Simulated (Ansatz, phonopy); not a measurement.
# BeS (F-43m): a volume series of phonon spectra, part 4 of 4

Aim: how the vibrations of BeS shift with volume, and the expansion that follows.

Measurements to reproduce:
- heat capacity C_P per formula unit 34.2 J/mol/K and bulk modulus 105 GPa near room temperature (given in “High-Throughput Prediction of Finite-Temperature Properties using the Quasi-Harmonic Approximation”, 2016, arXiv:1603.06924)

Ansatz 0.2.0; DFT LDA, scalar-relativistic, plane waves, PAW.

So far. Step 13 (Phonons, V/V0 0.97): No mode is imaginary beyond numerical noise at the solved wavevectors. The highest zone-centre mode (no LO–TO term) moved by +4.4 % for a volume change of -3.0 %. Step 14 (Single point at a scaled cell, V/V0 1.05): The run ends at a pressure of -4.55 GPa.

The database entry behind the starting cell differs from later determinations by our own check (0.1 to 0.3 % short, probably kX units), so it need not match the best structure at ambient conditions.

## (15) Phonons, V/V0 1.05

The same q-mesh and k-mesh are kept at every volume, so that much of their error can cancel in the differences.

input.yaml reads:

```yaml
crystal:
  lattice:
    - [0.0, 2.4375232048, 2.4375232048]
    - [2.4375232048, 0.0, 2.4375232048]
    - [2.4375232048, 2.4375232048, 0.0]
  atoms:
    - { symbol: Be, position: [0.0, 0.0, 0.0] }
    - { symbol: S, position: [0.25, 0.25, 0.25] }
kpoints:
  mp_grid: { grid: [8, 8, 8] }
hamiltonian:
  xc: lda
scf:
  occupations: { method: fixed }
output:
  eigenvalues: true
phonons:
  method: dfpt
  dielectric: true
  rigid_motions: translations
  qmesh: [4, 4, 4]
  temperatures: { t_max: 1000, t_step: 50 }
  qpath:
    path:
      - [[0.0, 0.0, 0.0], [-0.5, -0.5, 0.0], [-0.375, -0.375, 0.25]]
      - [[-0.375, 0.0, 0.375], [0.0, 0.0, 0.0], [0.0, 0.0, 0.5], [-0.5, -0.25, 0.25], [-0.5, -0.5, 0.0]]
    npoints: 10
```

On the command line:

```bash
> ansatz run input.yaml --threads 4 --pin off --max-ram 8192MiB --backend cpu --events-out ev --progress --plain --runs-dir out
```

Numbers of over 12 decimals in the logs are rounded to 6 here.

Output:

```text
[...]
Crystal: 2 atoms, lattice volume = 28.965 Å³
Basis set: ecut = 420 eV, 537 PW (Γ), exchange–correlation on 48×48×48 points (8 copies of the dense FFT grid, shifted against one another)
Bands: 8, of which v1, the nominal top of the filled ones, is band 4 counted from 1 (3 counted from 0)
Symmetry: 24 space group operations
k-points: 95 of 512 (irreducible under 4 space group operations, time reversal used)
[...]
optical modes at Γ + LO–TO along q̂ = [0.0000, 1.0000, 0.0000]:
      ω (cm⁻¹)  modes    IR ((D/Å)²/amu)
        552.41      2            16.7456
        648.47      1             8.3728
  optical modes at Γ + LO–TO along q̂ = [0.0000, 0.0000, 1.0000]:
      ω (cm⁻¹)  modes    IR ((D/Å)²/amu)
        552.41      2            16.7456
        648.47      1             8.3728
--- Phonons (arbitrary-q DFPT): 8 irreducible q on the 4×4×4 mesh ---
[...]
interpolated dispersion: 63 rows × 6 modes
[...]
[key lines of the parts left out:]
SCF converged after 8 iterations
Free energy (F): -959.998523 eV
Fermi energy:    4.988722 eV
```

Elapsed: 18 s, on 4 threads of Arm Neoverse V2, shared host; peak memory 0.58 GiB.

LO-TO term included. The phonon branches at the labelled points (cm⁻¹):

```
    point  branch 1  branch 2  branch 3  branch 4  branch 5  branch 6
        Γ         0         0         0       552       552       648
  halfway       171       171       249       518       518       646
        X       232       232       358       492       492       644
  halfway       230       253       350       495       495       628
        U       221       291       330       500       502       595
jump to K       221       291       330       500       502       595
  halfway       146       199       258       533       537       607
        Γ         0         0         0       552       552       648
  halfway       124       124       245       538       538       627
        L       164       164       357       531       531       597
  halfway       206       246       340       510       529       574
        W       269       280       318       500       525       560
  halfway       250       250       343       496       500       612
        X       232       232       358       492       492       644
```

The phonon branches as a text plot (rows in cm⁻¹):

```
    635 |***************         ************                 ***
    608 |               ***     *            ******          *
    581 |                  *****                   *****    *
    554 |***                      **********            ****
    527 |   ****            ******          ****************
    500 |       *************                         ***********
    473 |
    446 |
    419 |
    392 |
    365 |           ***                         ****           **
    338 |         **   ****                    *    *****   ***
    311 |        *         ****               *          ***
    284 |       *        ** *  *             *          ****
    257 |      *       **    ** *           *         ** ******
    230 |         *********    * *                   * **      **
    203 |    ** **         **   *          *        ***
    176 |      *             *** ***            *****
    149 |   ***                 *         *  ***
    122 |  **                    ****       *
     95 |                         ***    * *
     68 | **                        **  ***
     41 | *                          *  *
     14 |*                            **
         Γ           X  U|K            Γ         L        W     X
```

No mode is imaginary beyond numerical noise at the solved wavevectors. The highest zone-centre mode (no LO–TO term) moved by -6.8 % for a volume change of +5.0 %.

## (16) Mode Grüneisen parameters

This step: DFT LDA, scalar-relativistic, plane waves, PAW (phonopy 4.10.0).

This step gave:

| Quantity | Value |
| --- | --- |
| share of modes with a negative Grüneisen parameter | 0.114 |

Mean Grüneisen, by row:

| T (K) | heat-capacity-weighted mean | root mean square |
| --- | --- | --- |
| 50 | 0.197 | 0.375 |
| 100 | 0.321 | 0.561 |
| 200 | 0.655 | 0.915 |
| 300 | 0.797 | 1.034 |
| 500 | 0.882 | 1.099 |
| 800 | 0.912 | 1.121 |

The mean mode Grueneisen parameter by wavenumber:

| wavenumber (cm⁻¹) | mean mode Grueneisen parameter |
| --- | --- |
| 11 | - |
| 34 | 0.37 |
| 57 | 0.425 |
| 79 | 0.324 |
| 102 | 0.32 |
| 125 | 0.306 |
| 147 | 0.156 |
| 170 | 0.054 |
| 193 | 0.0854 |
| 215 | 0.098 |
| 238 | 0.195 |
| 261 | 0.351 |
| 283 | 0.458 |
| 306 | 0.855 |
| 329 | 0.965 |
| 352 | 0.96 |
| 374 | 0.97 |
| 397 | - |
| 420 | - |
| 442 | - |
| 465 | - |
| 488 | - |
| 510 | - |
| 533 | 1.83 |
| 556 | 1.72 |
| 578 | 1.58 |
| 601 | 1.14 |
| 624 | 1.1 |
| 646 | 1.04 |
| 669 | 0.992 |

Volume series, by row:

```csv
V/V0,V (Å³/atom),pressure (GPa),E - E0 (meV/atom),gap (eV),zero-point energy (meV/atom),lowest on the path (cm⁻¹),highest at Gamma without the LO-TO term (cm⁻¹)
0.97,13.38,3.292,4.144,2.753,80.15,0,618.9
0.985,13.59,1.585,1.008,2.79,78.75,0,605.7
1,13.79,-0.003,0,2.825,77.39,0,592.9
1.015,14,-1.482,0.969,2.858,76.05,0,580.4
1.03,14.21,-2.859,3.785,2.89,74.74,0,568.2
1.05,14.48,-4.548,10.19,2.93,73.04,0,552.4
```

Table of optical frequency at Gamma without the LO-TO term, mode 4 by V/V0:

| V/V0 | optical frequency at Gamma without the LO-TO term, mode 4 (cm⁻¹) |
| --- | --- |
| 0.9700 | 619 |
| 0.9850 | 606 |
| 1.0000 | 593 |
| 1.0150 | 580 |
| 1.0300 | 568 |
| 1.0500 | 552 |

Grüneisen at points, by row:

```
point  branch  frequency (cm⁻¹)  mode Grüneisen parameter
    Γ       4             592.9                      1.42
    Γ       6             679.8                      0.97
    X       1             229.5                     -0.29
    X       3             377.5                      1.08
    X       4             540.9                      1.85
    X       6             674.6                      0.96
    U       1             219.9                     -0.19
    U       2             293.6                      0.16
    U       3             348.4                      1.08
    U       4             547.3                      1.76
    U       5             548.4                      1.77
    U       6               628                      1.11
    K       1             219.9                     -0.19
    K       2             293.6                      0.16
    K       3             348.4                      1.08
    K       4             547.3                      1.76
    K       5             548.4                      1.77
    K       6               628                      1.11
    L       1             162.3                     -0.33
    L       3             374.6                      0.95
    L       4             575.4                      1.59
    L       6             630.2                      1.11
    W       1             271.8                      0.14
    W       2             281.8                      0.15
    W       3             335.9                      1.08
    W       4             547.9                      1.82
    W       5               572                      1.71
    W       6             591.4                       1.1
```

## (17) Free-energy fit

This step gave:

```
volume expansion coefficient at 300 K : 17.74 1e-6/K
isothermal bulk modulus at 300 K      : 98.21 GPa
C_P at 300 K                          : 17.99 J/mol-atom/K
Grüneisen parameter at 300 K          : 0.818
```

The energy (each curve on its own zero) by volume; values in meV/atom:

```
volume (Å³/atom)  static  F at 0 K  F at 300 K  F at 900 K
          13.379    4.14       7.6        8.27        12.9
          13.586    1.01      3.07         3.5        6.38
          13.793       0       0.7        0.87        1.93
          14.000    0.97      0.33        0.23       -0.55
          14.207    3.78      1.84        1.46        -1.2
          14.483    10.2      6.54        5.75        0.57
```

Phonopy-qha, vinet fit of F(V) at each temperature; no electronic free energy. Qha vinet, by row:

```csv
T (K),fitted volume (Å³/atom),alpha_V (1e-6/K),B_T (GPa),C_P (J/mol-atom/K),Grueneisen
100,13.94,2.34,99.66,5.379,0.3606
150,13.94,6.22,99.46,9.572,0.5413
200,13.94,10.71,99.13,13.14,0.6785
250,13.95,14.64,98.7,15.92,0.7645
300,13.96,17.74,98.21,17.99,0.8181
350,13.98,20.11,97.69,19.51,0.8529
400,13.99,21.94,97.14,20.65,0.8767
450,14.01,23.37,96.58,21.51,0.8939
500,14.03,24.52,96.01,22.17,0.9067
550,14.04,25.46,95.42,22.7,0.9168
600,14.06,26.24,94.84,23.12,0.9249
650,14.08,26.92,94.24,23.47,0.9317
700,14.1,27.51,93.64,23.76,0.9375
750,14.12,28.04,93.04,24.01,0.9425
800,14.14,28.52,92.44,24.22,0.9471
850,14.16,28.97,91.83,24.4,0.9512
```

Volume expansion coefficient, phonopy-qha, Vinet against temperature:

temperature (K), volume expansion coefficient, phonopy-qha, Vinet (1e-6/K) and a bar:
```
       75        1.1 
      125        4.1 ###
      150        6.2 #####
      200       10.7 ##########
      225       12.8 ############
      275       16.3 ################
      300       17.7 ##################
      350       20.1 ####################
      375       21.1 #####################
      425       22.7 #######################
      450       23.4 ########################
      500       24.5 #########################
      525       25.0 ##########################
      575       25.9 ##########################
      600       26.2 ###########################
      650       26.9 ############################
      675       27.2 ############################
      725       27.8 #############################
      750       28.0 #############################
      800       28.5 #############################
      825       28.8 ##############################
      875       29.2 ##############################
```

The fit gives a volume expansion of 17.7 × 10⁻⁶/K at 300 K.

## (18) Summary of results

| Property | Result |
| --- | --- |
| volume expansion coefficient at 300 K | 17.74 1e-6/K |
| isothermal bulk modulus at 300 K | 98.21 GPa |
| C_P at 300 K | 17.99 J/mol-atom/K |
| Grüneisen parameter at 300 K | 0.818 |
| mean mode Grüneisen parameter at 300 K | 0.797 |

In words: Near room temperature BeS expands by 17.7 × 10⁻⁶/K in volume by LDA, with C_P = 18.0 J/(mol K) per mole of atoms and B_T = 98.2 GPa. C_P at room temperature is 72 % of the classical 3R an atom, so the stiffest modes are still partly frozen out. A measured bulk modulus near room temperature is 105 GPa (arXiv:1603.06924); the calculated 98.2 GPa differs by -6 %. The table does not say whether its value is isothermal or adiabatic. A measured heat capacity per formula unit near room temperature is 34.2 J/mol/K (arXiv:1603.06924); the calculated 36.0 J/mol/K differs by +5 %. The heat-capacity-weighted Grüneisen parameter goes from 0.197 at 50 K to 0.912 at 800 K; 11 % of the modes stiffen on expansion. Weighting γ by the density of states and each mode's heat capacity at 300 K, modes below 220 cm⁻¹ give about 4 % of the sum of γC that drives the expansion, those up to 450 cm⁻¹ 26 % and the rest 70 %. Among the labelled points γ is largest for branch 4 at X (541 cm⁻¹, 1.9) and most negative for branch 1 at L (162 cm⁻¹, -0.33). The interpolation has no quadrupole term, so branches near the zone centre are less sure, since this crystal has sites that are not centres of inversion. The PAW files were made for PBE and are used here under another functional, for which the program regenerates the frozen cores.

[Logs are printed without paths, hosts, clocks, repeated set-up lines and the standing remarks that a program may print on its own settings, such as how far it seeks lower states.]

[Hosts, paths, dates, database ids (printed as entryN), source tags and the programs' standing remarks are cut or masked in the printed files.]

[A step with changed settings may run another functional than the one named; its input shows which.]

[Of the runs on displaced cells, only some may be shown.]
